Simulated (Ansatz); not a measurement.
# How much does Si in Cu(111), 2x2 scatter?, part 3 of 3

How strong a scatterer is Si in Cu(111), 2x2, and does relaxation matter?

Ansatz 0.2.0; Ansatz plane-wave DFT, PBE, PAW files; ballistic transport by layer matching (Landauer), zero bias; PAW set soft_1 (the session's first sound run).

So far, resistivity per at.% scaled from this dense plane, with the factor 3/4 for isotropic scattering (µΩ cm): step 3 (resistance at ideal sites) 2.38.

### Step 5. Transmission after relaxation, relaxed yes

The transmission is solved again on the relaxed atoms.

This step: Ansatz plane-wave DFT, PBE, PAW files; ballistic transport by layer matching (Landauer), zero bias; PAW set soft_1 (Ansatz 0.2.0).

input.yaml

```yaml
crystal:
  lattice:
    - [5.1123254594, 0.0, 0.0]
    - [-2.5561627297, 4.4274037203, 0.0]
    - [-1.2780813649, 0.73790062, 22.9580794202]
  atoms:
    - { symbol: Cu, position: [0.0075757576, 0.9924242424, 0.0454545455] }
    - { symbol: Cu, position: [0.0075757576, 0.4924242424, 0.0454545455] }
    - { symbol: Cu, position: [0.5075757576, 0.9924242424, 0.0454545455] }
    - { symbol: Cu, position: [0.5075757576, 0.4924242424, 0.0454545455] }
    - { symbol: Cu, position: [0.1893939394, 0.3106060606, 0.1363636364] }
    - { symbol: Cu, position: [0.1893939394, 0.8106060606, 0.1363636364] }
    - { symbol: Cu, position: [0.6893939394, 0.3106060606, 0.1363636364] }
    - { symbol: Cu, position: [0.6893939394, 0.8106060606, 0.1363636364] }
    - { symbol: Cu, position: [0.3712121212, 0.1287878788, 0.2272727273] }
    - { symbol: Cu, position: [0.3712121212, 0.6287878788, 0.2272727273] }
    - { symbol: Cu, position: [0.8712121212, 0.1287878788, 0.2272727273] }
    - { symbol: Cu, position: [0.8712121212, 0.6287878788, 0.2272727273] }
    - { symbol: Cu, position: [0.054076646, 0.9474792072, 0.3177664972] }
    - { symbol: Cu, position: [0.0531569218, 0.4468430782, 0.3184116471] }
    - { symbol: Cu, position: [0.5527614371, 0.9472385629, 0.3178133117] }
    - { symbol: Cu, position: [0.5525207928, 0.445923354, 0.3177664972] }
    - { symbol: Cu, position: [0.2357792548, 0.2642207452, 0.4093198371] }
    - { symbol: Cu, position: [0.2357632826, 0.765766752, 0.409305992] }
    - { symbol: Cu, position: [0.734233248, 0.2642367174, 0.409305992] }
    - { symbol: Cu, position: [0.7349939377, 0.7650060623, 0.4072006689] }
    - { symbol: Si, position: [0.4166666667, 0.0833333333, 0.5] }
    - { symbol: Cu, position: [0.4166666667, 0.5833333333, 0.5] }
    - { symbol: Cu, position: [0.9166666667, 0.0833333333, 0.5] }
    - { symbol: Cu, position: [0.9166666667, 0.5833333333, 0.5] }
    - { symbol: Cu, position: [0.0991000853, 0.9024299492, 0.590694008] }
    - { symbol: Cu, position: [0.0983393956, 0.4016606044, 0.5927993311] }
    - { symbol: Cu, position: [0.5975540785, 0.9024459215, 0.5906801629] }
    - { symbol: Cu, position: [0.5975700508, 0.4008999147, 0.590694008] }
    - { symbol: Cu, position: [0.2805718963, 0.2194281037, 0.6821866883] }
    - { symbol: Cu, position: [0.2808125405, 0.7207433126, 0.6822335028] }
    - { symbol: Cu, position: [0.7792566874, 0.2191874595, 0.6822335028] }
    - { symbol: Cu, position: [0.7801764115, 0.7198235885, 0.6815883529] }
    - { symbol: Cu, position: [0.4621212121, 0.0378787879, 0.7727272727] }
    - { symbol: Cu, position: [0.4621212121, 0.5378787879, 0.7727272727] }
    - { symbol: Cu, position: [0.9621212121, 0.0378787879, 0.7727272727] }
    - { symbol: Cu, position: [0.9621212121, 0.5378787879, 0.7727272727] }
    - { symbol: Cu, position: [0.1439393939, 0.8560606061, 0.8636363636] }
    - { symbol: Cu, position: [0.1439393939, 0.3560606061, 0.8636363636] }
    - { symbol: Cu, position: [0.6439393939, 0.8560606061, 0.8636363636] }
    - { symbol: Cu, position: [0.6439393939, 0.3560606061, 0.8636363636] }
    - { symbol: Cu, position: [0.3257575758, 0.1742424242, 0.9545454545] }
    - { symbol: Cu, position: [0.3257575758, 0.6742424242, 0.9545454545] }
    - { symbol: Cu, position: [0.8257575758, 0.1742424242, 0.9545454545] }
    - { symbol: Cu, position: [0.8257575758, 0.6742424242, 0.9545454545] }
kpoints:
  mp_grid: { grid: [5, 5, 1] }
hamiltonian:
  xc: pbe
  pseudopotentials: { kind: paw, azcp: { folder: soft_1 } }
scf:
  occupations: { method: fermi_dirac, width: 0.1 }
output:
  transmission:
    leads: [[0, 4]]
    kmesh: [10, 10]
    e_range: [-0.05, 0.05]
    de: 0.05
  write_potential: true
  write_density: true
  volumetric_format: npy
```

On the command line:

```
$ ansatz run input.yaml --threads 4 --pin off --max-ram 15360MiB --backend cpu --events-out ev --progress --plain --runs-dir out
```

Numbers of over 12 decimals in the logs are rounded to 6 here.

What it wrote:

```text
[...]
Crystal: 44 atoms, lattice volume = 519.641 Å³
Basis set: ecut = 420 eV, 10219 PW (Γ)
Bands: 493, of which v1, the nominal top of the filled ones, is band 411 counted from 1 (410 counted from 0)
Symmetry: 4 space group operations
[...]
k-points: 9 of 25
[...]
SCF iter   1: F=—  HF=-285559.875508 eV  |F-HF|=—  |Δ(HF+E_count)|=         —  Δρ=2.70e-1  dr2=2.31e2  ethr=3.10e-3  ⟨swp⟩=5.0  Hψ=14640  notcnv=0  defer=17
[...]
SCF iter  14: F=-285519.048869 eV  HF=-285519.048869 eV  |F-HF|=6.62e-8  |Δ(HF+E_count)|=   1.59e-8  Δρ=2.49e-6  dr2=7.82e-8  ethr=1.03e-11  ⟨swp⟩=2.0  Hψ=8169  notcnv=0
SCF 1 converged in 14 iterations: F = -285519.048869 eV  dr2 = 7.82e-8
[...]
transmission: 106 of 1054 steps passed
transmission: 214 of 1054 steps passed
[...]
transmission: 1054 of 1054 steps passed
SCF converged after 14 iterations
Free energy (F): -285519.048869 eV
[...]
Internal energy: -285518.539051 eV  (E = F + TS)
E sigma→0 (E₀):  -285518.793960 eV
Entropy (-TS):   -0.509818 eV (-11.587 meV/atom)
Fermi energy:    16.315685 eV
[...]
--- Band table (eV; the first three rows and the last of 9) ---
  k-point 0: bands = [... 407 lower, 16.2497, 16.5087, 16.5217, 16.7189, 16.7261, 16.9154, 16.9170, 16.9773, ... 78 higher]
  k-point 1: bands = [... 407 lower, 16.0126, 16.0556, 16.0733, 16.1525, 16.2068, 16.3487, 16.4861, 16.6365, ... 78 higher]
  k-point 2: bands = [... 407 lower, 16.0714, 16.1433, 16.1752, 16.2831, 16.4356, 16.5388, 16.5918, 16.7033, ... 78 higher]
  k-point 8: bands = [... 407 lower, 16.0452, 16.1114, 16.1129, 16.2756, 16.3093, 16.4156, 16.4343, 16.9141, ... 78 higher]
--- Transmission ---
  basis      : 199 plane waves across, 34 finite elements along
  points     : 31, standing for a mesh of 10 x 10
[...]
channels       : 3.210000e0 a spin
[...]
junction   : crystal 0 to crystal 0, 0.70 to 21.57 Å
    transmission   : 2.749099e0 a spin
[...]
```

Wall time 4.3 min (4 threads of Intel Xeon Platinum 8259CL at 2.50GHz (Skylake/Cascade Lake), shared host); peak memory 5.2 GiB.

Numbers from this step:

* transmission per spin nearest the Fermi level: 2.749
* open channels per spin nearest the Fermi level: 3.21
* step of the lead's potential: 7.7 meV

Per spin. Table of transmission, zone mean by energy, zero at the Fermi level:

| energy (eV) | transmission, zone mean |
| --- | --- |
| -0.0500 | 2.77 |
| 0.0000 | 2.75 |
| 0.0500 | 2.72 |

Transmission over k1 and k2. At 0.0000 eV from the Fermi level.

Ten even steps from '_' (0.84) to '@' (3.71):
```
##@@**==**@@########
##**@@++++@@**######
##==++**==**++==####
##**++==....==++**##
@@@@@@**..__..**@@@@
####**++==....==++**
######==++**==**++==
########**@@++++@@**
##########@@**==**@@
@@########@@########
```
Columns: k1 (b1) from -0.5 to 0.4; rows upwards: k2 (b2) from -0.5 to 0.4.

Over the solved energies the transmission per spin lies between 2.72 and 2.77, out of 3.21 channels of the lead on average (up to 3.21).

### Step 6. Resistance after relaxation

This step: Ansatz plane-wave DFT, PBE, PAW files; ballistic transport by layer matching (Landauer), zero bias; area resistance of the defect plane and resistivity an atomic per cent; PAW set soft_1 (Ansatz 0.2.0).

Numbers from this step:

```
area resistance                                                                                 : 0.1545 fΩ m²
T over the leads' mean channel count                                                            : 0.8549
resistivity per at.% scaled from this dense plane, with the factor 3/4 for isotropic scattering : 2.220 µΩ cm
```

Averaged over the energies near the Fermi level, 85.5 % of the channels pass, which makes 0.154 fΩ m², against 0.166 on ideal sites.

### Step 7. Summary of results

```
share of channels that pass, rigid                                : 0.848
area resistance, rigid                                            : 0.166 fΩ m²
resistivity per at.% from the area resistance, times 3/4, rigid   : 2.38 µΩ cm
share of channels that pass, relaxed                              : 0.855
area resistance, relaxed                                          : 0.154 fΩ m²
resistivity per at.% from the area resistance, times 3/4, relaxed : 2.22 µΩ cm
```

**Reading.** The plane of defects adds 0.15 fΩ m². Scaled to one atomic per cent that is 3.0 µΩ cm as it stands and 2.2 with the factor 3/4 for isotropic scattering on a spherical Fermi surface. These are rough estimates of the dilute value, not bounds. One Si in each 2x2 cell reflects 15 % of the lead's channels. The relaxed cell differs by -6.9 % in resistance; between the two runs the lead's own channel count goes from 3.15 to 3.21, so sampling may have a part in it. The defects form a dense periodic sheet that scatters coherently, unlike a dilute random alloy. T and N are means over the solved energies nearest the Fermi level.

[Logs are printed without paths, hosts, clocks, repeated set-up lines and the standing remarks that a program may print on its own settings, such as how far it seeks lower states.]

[Hosts, paths, dates, database ids (printed as entryN), source tags and the programs' standing remarks are cut or masked in the printed files.]
